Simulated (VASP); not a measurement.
Input of a VASP 6.6.1 run:

The input INCAR:

```
PREC = Accurate
ENCUT = 600
EDIFF = 1E-7
ISMEAR = 0
SIGMA = 0.03
LREAL = False
LASPH = True
NELM = 80
ALGO = Normal
ISIF = 3
LWAVE = False
LCHARG = False
GGA = PE
IVDW = 12
IBRION = 2
NSW = 90
EDIFFG = -0.005
```

File KPOINTS:

```
Automatic mesh
0
Gamma
  8 8 6
```

POSCAR

```
P                                       
1.0
    1.6583599722     -5.0778226415      0.0000000000
    1.6583599722      5.0778226415     -0.0000000000
    0.0000000000      0.0000000000      4.1770288283
  P             
     4
Direct
     0.8936403083138299    0.1063596916861701    0.0725306313292427
     0.6063596916861701    0.3936403083138298    0.5725306313292426
     0.1063596916861701    0.8936403083138299    0.9274693686707574
     0.3936403083138298    0.6063596916861701    0.4274693686707573
```

Potentials or basis: VASP PAW PBE potentials, release 64 (P).

The run is started by

```console
$ cat potpaw_PBE.64/P/POTCAR > POTCAR
$ mpirun -np 1 vasp_std > vasp.out
```

(1) Predict the dispersion energy per atom.

(2) Predict the space group after relaxing (to 0.05 Å).

(3) Estimate the relaxed volume.

(4) Estimate the relaxed cell.

Answers

(1) -0.398 eV.

(2) Cmce (No. 64).

(3) 17.61 Å³/atom.

(4) a = 5.341 Å, b = 5.341 Å, c = 4.185 Å, α = 90.00°, β = 90.00°, γ = 143.83°.

Caveat: pairwise dispersion overbinds metals, which lowers pressure and volume.
